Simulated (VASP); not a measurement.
# SnTe (Fm-3m) in VASP: further runs

Runs on SnTe. Level: PBEsol. Tasks: relaxation of cell and atoms.

Program: VASP 6.6.1. These are calculated values, not measurements. Logs are shortened: lines on timing, memory, paths and dates and some standing lists are left out, and cuts for length are marked.

## 1. Starting point

Symmetry: Fm-3m, No. 225, cubic system. Conventional cell: a = 6.302 Å, b = 6.302 Å, c = 6.302 Å, α = 90.00°, β = 90.00°, γ = 90.00°. Sn (site symmetry m-3m) has 6 Te at 3.15 Å as nearest neighbours. Around Te (site symmetry m-3m) lie 6 Sn at 3.15 Å.

## 2. Relaxation of cell and atoms, PBEsol

INCAR

```
SYSTEM = SnTe
  ALGO = Normal
  EDIFF = 1E-7
  EDIFFG = -0.002
  ENCUT = 520
  GGA = PS
  IBRION = 2
  ISIF = 3
  ISMEAR = 0
  LASPH = .True.
  LCHARG = .False.
  LREAL = .False.
  LWAVE = .False.
  NELM = 60
  NSW = 80
  PREC = Accurate
  SIGMA = 0.02
```

KPOINTS

```
k-points
0
Gamma
  8 8 8
  0 0 0
```

POSCAR

```
SnTe
1.0
    0.0000000000      3.1508500000      3.1508500000
    3.1508500000      0.0000000000      3.1508500000
    3.1508500000      3.1508500000      0.0000000000
Sn Te
1 1
Direct
    0.0000000000      0.0000000000      0.0000000000
    0.5000000000      0.5000000000      0.5000000000
```

Potentials or basis: VASP PAW PBE potentials, release 64 (Sn_d, Te).

Command:

```console
cat potpaw_PBE.64/Sn_d/POTCAR potpaw_PBE.64/Te/POTCAR > POTCAR
mpirun -np 1 vasp_std > vasp.out
```

OUTCAR:

```text
SYSTEM = SnTe
   EDIFF = 1E-7
   EDIFFG = -0.002
   ENCUT = 520
   GGA = PS
   IBRION = 2
   ISIF = 3
   ISMEAR = 0
   LASPH = .True.
   LREAL = .False.
   NELM = 60
   NSW = 80
   PREC = Accurate

 ion  position               nearest neighbor table
   1  0.000  0.000  0.000-   2 3.15   2 3.15   2 3.15   2 3.15   2 3.15   2 3.15
   2  0.500  0.500  0.500-   1 3.15   1 3.15   1 3.15   1 3.15   1 3.15   1 3.15

  LATTYP: Found a face centered cubic cell.
 ALAT       =     6.3017000000

  Lattice vectors:

 A1 = (   0.0000000000,   3.1508500000,   3.1508500000)
 A2 = (   3.1508500000,   0.0000000000,   3.1508500000)
 A3 = (   3.1508500000,   3.1508500000,   0.0000000000)

Analysis of symmetry for initial positions (statically):
=====================================================================
 Subroutine PRICEL returns:
 Original cell was already a primitive cell.

 Routine SETGRP: Setting up the symmetry group for a
 face centered cubic supercell.

 Subroutine GETGRP returns: Found 48 space group operations
 (whereof 48 operations were pure point group operations)
 out of a pool of 48 trial point group operations.

The static configuration has the point symmetry O_h .

Analysis of symmetry for dynamics (positions and initial velocities):
=====================================================================
 Subroutine PRICEL returns:
 Original cell was already a primitive cell.

 Routine SETGRP: Setting up the symmetry group for a
 face centered cubic supercell.

 Subroutine GETGRP returns: Found 48 space group operations
 (whereof 48 operations were pure point group operations)
 out of a pool of 48 trial point group operations.

The dynamic configuration has the point symmetry O_h .

 Subroutine INISYM returns: Found 48 space group operations
 (whereof 48 operations are pure point group operations),
 and found     1 'primitive' translations

----------------------------------------------------------------------------------------

                                     Primitive cell

  volume of cell :      62.5624

  direct lattice vectors                    reciprocal lattice vectors
     0.000000000  3.150850000  3.150850000    -0.158687338  0.158687338  0.158687338
     3.150850000  0.000000000  3.150850000     0.158687338 -0.158687338  0.158687338
     3.150850000  3.150850000  0.000000000     0.158687338  0.158687338 -0.158687338

  length of vectors
     4.455974803  4.455974803  4.455974803     0.274854533  0.274854533  0.274854533

  position of ions in fractional coordinates (direct lattice)
[... 100 lines left out ...]
  volume/ion in A,a.u.               =      31.28       211.10
  Fermi-wavevector in a.u.,A,eV,Ry     =   1.119387  2.115336 17.048485  1.253028
  Thomas-Fermi vector in A             =   2.256026
   LORBIT       =      0    0 simple, 1 ext, 2 COOP (PROOUT), +10 PAW based schemes
   GGA     = PS    functional components
   LHFCALC =     F    Hartree Fock is set to
   AEXX    =    0.0000 exact exchange contribution
   IVDW    =     0    specifies the selected vdW correction
   LEPSILON=     F    determine dielectric tensor
   LRPA    =     F    only Hartree local field effects (RPA)
 conjugate gradient relaxation of ions
 non-spin polarized calculation
 Gauss-broadening in eV      SIGMA  =   0.02
  energy-cutoff  :      520.00
  volume of cell :       62.56
 maximum number of plane-waves:      1708
 NGX is ok and might be reduce to    36
   NGX = 17   NGY = 17   NGZ = 17

--------------------------------------- Ionic step        1  -------------------------------------------

 number of electron      19.9999998 magnetization

 Free energy of the ion-electron system (eV)
  ---------------------------------------------------
  ext. energy  EPLUGINS =         0.00000000
  ---------------------------------------------------
  free energy    TOTEN  =        -8.33764759 eV

  energy without entropy =       -8.33764758  energy(sigma->0) =       -8.33764759

------------------------ aborting loop because EDIFF is reached ----------------------------------------

  FORCE on cell =-STRESS in cart. coord.  units (eV):
  Direction    XX          YY          ZZ          XY          YZ          ZX
  --------------------------------------------------------------------------------------
  -------------------------------------------------------------------------------------
  Total       -0.1127961     -0.1127961     -0.1127961      0.0000000      0.0000000      0.0000000
  in kB       -2.8886260     -2.8886260     -2.8886260      0.0000000      0.0000000      0.0000000
  external PRESSURE =      -2.8886260 kB  Pullay stress =       0.0000000 kB
[... 59 lines left out ...]
--------------------------------------- Ionic step        3  -------------------------------------------

 number of electron      19.9999998 magnetization

 Free energy of the ion-electron system (eV)
  ---------------------------------------------------
  ext. energy  EPLUGINS =         0.00000000
  ---------------------------------------------------
  free energy    TOTEN  =        -8.33799681 eV

  energy without entropy =       -8.33799681  energy(sigma->0) =       -8.33799681

 E-fermi :   6.9050     XC(G=0):  -9.6814

 val. band max:        6.8253528729   @ k =   0.5000   0.0000   0.0000
 cond. band min:       6.9858377518   @ k =   0.5000   0.0000   0.0000
 fundamental gap:      0.1604848790
 Fermi energy:         6.9050300085

 k-point     1 :       0.0000    0.0000    0.0000
  band No.  band energies     occupation
      1     -14.9095      2.00000
      2     -14.9095      2.00000
      3     -14.9022      2.00000
      4     -14.9022      2.00000
      5     -14.9022      2.00000
      6      -5.9847      2.00000
      7       2.1920      2.00000
      8       4.7322      2.00000
      9       4.7322      2.00000
     10       4.7322      2.00000
     11      10.2252      0.00000
     12      10.2252      0.00000
     13      10.2252      0.00000
     14      11.5856      0.00000
[... 377 lines left out ...]
      1     -14.9185      2.00000
      2     -14.9121      2.00000
      3     -14.8991      2.00000
      4     -14.8969      2.00000
      5     -14.8935      2.00000
      6      -4.4943      2.00000
      7      -1.1336      2.00000
      8       3.0683      2.00000
      9       3.4607      2.00000
     10       5.9431      2.00000
     11       7.3508      0.00000
     12       9.7952      0.00000
     13      10.4746      0.00000
     14      12.8361      0.00000

 [... further k-points ...]
[... 5 lines left out ...]
  --------------------------------------------------------------------------------------
  -------------------------------------------------------------------------------------
  Total        0.0004822      0.0004822      0.0004822      0.0000000      0.0000000     -0.0000000
  in kB        0.0124250      0.0124250      0.0124250      0.0000000      0.0000000     -0.0000000
  external PRESSURE =       0.0124250 kB  Pullay stress =       0.0000000 kB
[... 17 lines left out ...]
  FREE ENERGIE OF THE ION-ELECTRON SYSTEM (eV)
  ---------------------------------------------------
  free  energy   TOTEN  =        -8.3379968089 eV

  energy  without entropy=       -8.3379968089  energy(sigma->0) =       -8.33799681

 reached required accuracy - stopping structural energy minimisation
```

OSZICAR:

```text
N       E                     dE             d eps       ncg     rms          rms(c)
DAV:   1     0.122833911426E+03    0.12283E+03   -0.96451E+03   812   0.163E+03
DAV:   2     0.202438219035E+01   -0.12081E+03   -0.11848E+03   848   0.366E+02
DAV:   3    -0.811394361994E+01   -0.10138E+02   -0.10002E+02  1028   0.981E+01
DAV:   4    -0.838374912517E+01   -0.26981E+00   -0.26969E+00   948   0.173E+01
[... 22 lines left out ...]
DAV:   2    -0.833813714320E+01    0.53620E-03   -0.92306E-04   992   0.526E-01    0.639E-02
DAV:   3    -0.833800481344E+01    0.13233E-03   -0.39366E-04  1000   0.311E-01    0.124E-02
DAV:   4    -0.833800004223E+01    0.47712E-05   -0.10775E-05   862   0.337E-02    0.131E-02
DAV:   5    -0.833799689405E+01    0.31482E-05   -0.16854E-06  1202   0.106E-02    0.274E-03
DAV:   6    -0.833799680892E+01    0.85129E-07   -0.19550E-07   496   0.798E-03
   3 F= -.83379968E+01 E0= -.83379968E+01  d E =-.349224E-03
```

It took 2 min on 1 thread of AMD EPYC 7R43 (Zen 3), shared host; peak memory 0.18 GiB.

Results:

```
Free energy                            : -8.3380 eV
Relaxed volume                         : 31.09 Å³/atom
Relaxed cell                           : a = 4.447 Å, b = 4.447 Å, c = 4.447 Å, α = 60.00°, β = 60.00°, γ = 60.00°
Space group after relaxing (to 0.05 Å) : Fm-3m (No. 225)
Energy gained by relaxing              : 0.2 meV/atom
Ionic steps                            : 3
Pressure after relaxing                : 0.0 GPa
Band gap on the k mesh                 : 0.16 eV, direct
```

The path:
| step | energy change (eV) | largest force (eV/Å) | pressure (GPa) | volume (Å³) |
| --- | --- | --- | --- | --- |
| 1 | 0.0000 | 0.0000 | -0.29 | 62.56 |
| 2 | -0.0003 | 0.0000 | 0.10 | 62.05 |
| 3 | -0.0003 | 0.0000 | 0.00 | 62.18 |

Final structure:
```yaml
crystal:
  lattice:
    - [0.00000, 3.14439, 3.14439]
    - [3.14439, 0.00000, 3.14439]
    - [3.14439, 3.14439, 0.00000]
  atoms:
    - { symbol: Sn, position: [0.00000, 0.00000, 0.00000] }
    - { symbol: Te, position: [0.50000, 0.50000, 0.50000] }
```

Caveat: the PAW data sets were made with another functional, which shifts forces and pressure a little; spin-orbit coupling is left out, which moves the levels of the heavy elements. A k mesh can miss the band edges.

## 3. Relaxation of cell and atoms, PBEsol

This run uses another cell than the first one, of 31.09 Å³/atom, 0.994 times its volume.

INCAR is that of step 2.

KPOINTS is that of step 2.

POSCAR

```
SnTe                                    
1.0
    0.0000000000      3.1443929238      3.1443929238
    3.1443929238      0.0000000000      3.1443929238
    3.1443929238      3.1443929238      0.0000000000
  Sn              Te            
     1     1
Direct
     0.0000000000000000    0.0000000000000000    0.0000000000000000
     0.5000000000000000    0.5000000000000000    0.5000000000000000
```

Potentials or basis: VASP PAW PBE potentials, release 64 (Sn_d, Te).

Command:

```console
cat potpaw_PBE.64/Sn_d/POTCAR potpaw_PBE.64/Te/POTCAR > POTCAR
mpirun -np 1 vasp_std > vasp.out
```

OUTCAR:

```text
SYSTEM = SnTe
   EDIFF = 1E-7
   EDIFFG = -0.002
   ENCUT = 520
   GGA = PS
   IBRION = 2
   ISIF = 3
   ISMEAR = 0
   LASPH = .True.
   LREAL = .False.
   NELM = 60
   NSW = 80
   PREC = Accurate

 ion  position               nearest neighbor table
   1  0.000  0.000  0.000-   2 3.14   2 3.14   2 3.14   2 3.14   2 3.14   2 3.14
   2  0.500  0.500  0.500-   1 3.14   1 3.14   1 3.14   1 3.14   1 3.14   1 3.14

  LATTYP: Found a face centered cubic cell.
 ALAT       =     6.2887858476

  Lattice vectors:

 A1 = (   0.0000000000,   3.1443929238,   3.1443929238)
 A2 = (   3.1443929238,   0.0000000000,   3.1443929238)
 A3 = (   3.1443929238,   3.1443929238,   0.0000000000)

Analysis of symmetry for initial positions (statically):
=====================================================================
 Subroutine PRICEL returns:
 Original cell was already a primitive cell.

 Routine SETGRP: Setting up the symmetry group for a
 face centered cubic supercell.

 Subroutine GETGRP returns: Found 48 space group operations
 (whereof 48 operations were pure point group operations)
 out of a pool of 48 trial point group operations.

[... 172 lines left out ...]
 k-point     1 :       0.0000    0.0000    0.0000
  band No.  band energies     occupation
      1     -14.9093      2.00000
      2     -14.9093      2.00000
      3     -14.9020      2.00000
      4     -14.9020      2.00000
      5     -14.9020      2.00000
      6      -5.9847      2.00000
      7       2.1921      2.00000
      8       4.7323      2.00000
      9       4.7323      2.00000
     10       4.7323      2.00000
     11      10.2253      0.00000
     12      10.2253      0.00000
     13      10.2253      0.00000
     14      11.5856      0.00000
[... 377 lines left out ...]
      1     -14.9183      2.00000
      2     -14.9119      2.00000
      3     -14.8989      2.00000
      4     -14.8966      2.00000
      5     -14.8933      2.00000
      6      -4.4943      2.00000
      7      -1.1335      2.00000
      8       3.0683      2.00000
      9       3.4607      2.00000
     10       5.9431      2.00000
     11       7.3509      0.00000
     12       9.7952      0.00000
     13      10.4746      0.00000
     14      12.8361      0.00000

 [... further k-points ...]
[... 5 lines left out ...]
  --------------------------------------------------------------------------------------
  -------------------------------------------------------------------------------------
  Total        0.0000413      0.0000413      0.0000413      0.0000000      0.0000000      0.0000000
  in kB        0.0010643      0.0010643      0.0010643      0.0000000      0.0000000      0.0000000
  external PRESSURE =       0.0010643 kB  Pullay stress =       0.0000000 kB

 VOLUME and BASIS-vectors are now :
 -----------------------------------------------------------------------------
  energy-cutoff  :      520.00
  volume of cell :       62.18
      direct lattice vectors                 reciprocal lattice vectors
     0.000000000  3.144392924  3.144392924    -0.159013206  0.159013206  0.159013206
     3.144392924  0.000000000  3.144392924     0.159013206 -0.159013206  0.159013206
     3.144392924  3.144392924  0.000000000     0.159013206  0.159013206 -0.159013206

 POSITION                                       TOTAL-FORCE (eV/Angst)
 -----------------------------------------------------------------------------------
      0.00000      0.00000      0.00000         0.000000     -0.000000     -0.000000
      3.14439      3.14439      3.14439        -0.000000      0.000000      0.000000
 -----------------------------------------------------------------------------------
    total drift:                               -0.000000      0.000000      0.000000

  FREE ENERGIE OF THE ION-ELECTRON SYSTEM (eV)
  ---------------------------------------------------
  free  energy   TOTEN  =        -8.3379191386 eV

  energy  without entropy=       -8.3379191386  energy(sigma->0) =       -8.33791914

 reached required accuracy - stopping structural energy minimisation
```

OSZICAR:

```text
N       E                     dE             d eps       ncg     rms          rms(c)
DAV:   1     0.123012368892E+03    0.12301E+03   -0.99310E+03   824   0.163E+03
DAV:   2     0.262677578417E+01   -0.12039E+03   -0.11782E+03   842   0.373E+02
DAV:   3    -0.809214831850E+01   -0.10719E+02   -0.10622E+02  1046   0.999E+01
DAV:   4    -0.838247138192E+01   -0.29032E+00   -0.29019E+00   970   0.179E+01
DAV:   5    -0.839334201127E+01   -0.10871E-01   -0.10870E-01  1112   0.337E+00    0.493E+00
DAV:   6    -0.834073440535E+01    0.52608E-01   -0.12219E-01  1126   0.317E+00    0.309E+00
DAV:   7    -0.833854486855E+01    0.21895E-02   -0.47450E-02  1014   0.160E+00    0.695E-01
DAV:   8    -0.833787083742E+01    0.67403E-03   -0.73203E-03   986   0.858E-01    0.158E-01
DAV:   9    -0.833793175394E+01   -0.60917E-04   -0.51168E-04   990   0.241E-01    0.332E-02
DAV:  10    -0.833791953381E+01    0.12220E-04   -0.56163E-05   982   0.798E-02    0.190E-02
DAV:  11    -0.833791979486E+01   -0.26105E-06   -0.26042E-05  1000   0.482E-02    0.192E-02
DAV:  12    -0.833791924635E+01    0.54851E-06   -0.26219E-06   956   0.152E-02    0.919E-03
DAV:  13    -0.833791908560E+01    0.16075E-06   -0.23746E-07   822   0.370E-03    0.224E-03
DAV:  14    -0.833791913863E+01   -0.53033E-07   -0.73302E-08   430   0.370E-03
   1 F= -.83379191E+01 E0= -.83379191E+01  d E =-.833792E+01
```

Run time: 42 s. Hardware: 1 thread of AMD EPYC 7R43 (Zen 3), shared host; peak memory 0.17 GiB.

What came out:

```
Free energy             : -8.3379 eV
Pressure after relaxing : 0.0 GPa
Band gap on the k mesh  : 0.16 eV, direct
```

Final structure:
```yaml
crystal:
  lattice:
    - [0.00000, 3.14439, 3.14439]
    - [3.14439, 0.00000, 3.14439]
    - [3.14439, 3.14439, 0.00000]
  atoms:
    - { symbol: Sn, position: [0.00000, 0.00000, 0.00000] }
    - { symbol: Te, position: [0.50000, 0.50000, 0.50000] }
```

Caveat: the relaxation stopped at its first step, so nothing moved; the PAW data sets were made with another functional, which shifts forces and pressure a little; spin-orbit coupling is left out, which moves the levels of the heavy elements. A k mesh can miss the band edges.
